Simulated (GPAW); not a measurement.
A run of GPAW 26.7.0 is set up as follows.

Contents of run.py:

```python
from ase.dft.bandgap import bandgap
from ase.io import read, write
from ase.units import GPa
from gpaw import GPAW, PW

atoms = read('POSCAR')

calc = GPAW(mode=PW(800),
            xc='LDA',
            kpts={'size': (9, 9, 9), 'gamma': True},
            occupations={'name': 'fermi-dirac', 'width': 0.05},
            nbands=11,
            convergence={'density': 1e-05, 'energy': 1e-05},
            maxiter=150,
            txt='gpaw.txt')
atoms.calc = calc
energy = atoms.get_potential_energy()
forces = atoms.get_forces()
stress = atoms.get_stress()
calc.write('gs.gpw')
write('result.traj', atoms)
print(f'Energy: {energy:.6f} eV')
print('Forces (eV/A):')
print(forces.round(4))
print('Stress (GPa):', (stress / GPa).round(3))
print('Fermi level:', round(calc.get_fermi_level(), 4), 'eV')
print(f'Gap: {bandgap(calc)[0]:.4f} eV, direct: {bandgap(calc, direct=True)[0]:.4f} eV')
```

POSCAR

```
BeS
1.0
    0.0000000000      2.4250000000      2.4250000000
    2.4250000000      0.0000000000      2.4250000000
    2.4250000000      2.4250000000      0.0000000000
S Be
1 1
Direct
    0.7500000000      0.7500000000      0.7500000000
    0.0000000000      0.0000000000      0.0000000000
```

Potentials or basis: the program's PAW data sets (release 1.2.1) made for this functional, pw.

Command:

```bash
$ OMP_NUM_THREADS=1 python run.py
```

**Question.** Predict the pressure.

**Answer.** -2.6 GPa.

**Question.** What does it give for the band gap on the k mesh?

**Answer.** 2.99 eV, indirect (least direct gap 5.51 eV).

Caveat: an odd mesh through Γ misses points on the zone boundary, where band edges often lie.
